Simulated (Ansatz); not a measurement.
**A strain series on CaO (CsCl type): biaxial in x and y, z held**

CaO, CsCl type, relaxed with r2SCAN in the PAW code Ansatz, then strained (biaxial in x and y, z held; changes of length per length, axes as in the cell below) with the atoms relaxed again within the symmetry that is left. Space group Pm-3m (No. 221), cubic; conventional cell a = 2.903 Å, 12.24 Å³ an atom. Ca is surrounded by 8 O at 2.51 Å; O is surrounded by 8 Ca at 2.51 Å. No spin polarisation and no zero-point or thermal motion; the cell was built from a prototype and may be hypothetical.

```yaml
crystal:
  lattice:
    - [2.90321, 0.00000, 0.00000]
    - [0.00000, 2.90321, 0.00000]
    - [0.00000, 0.00000, 2.90321]
  atoms:
    - { symbol: Ca, position: [0.00000, 0.00000, 0.00000] }
    - { symbol: O, position: [0.50000, 0.50000, 0.50000] }
```

Gaps are the least over each mesh (PBE 8×8×8, r2SCAN 8×8×8, HSE06 6×6×6 when unstrained) and the special points, which keep their unstrained names; stress is the change from the unstrained cell, compression positive.

```
strain (%)  gap, PBE (eV)  gap, r2SCAN (eV)  gap, HSE06 (eV)  edges, HSE06  in-plane stress, r2SCAN (GPa)  energy rise, r2SCAN (meV/atom)
     -4.94          2.506             3.023            4.220         M → Γ                         +23.02                            78.0
     -4.81          2.516             3.032            4.230         M → Γ                         +22.29                            73.8
       0.0          2.773             3.276            4.478         M → Γ                           0.00                             0.0
     +2.38          2.644             3.139            4.347         M → Γ                          -8.16                            15.7
```

Between zero and the nearest strains the slope of the HSE06 gap against strain is +0.052 eV per percent for negative and -0.055 for positive strain; it falls either way, as happens when edge states split or other valleys take over.

The meshes of the hybrids are coarse, so their gaps aren't converged to the digits shown.
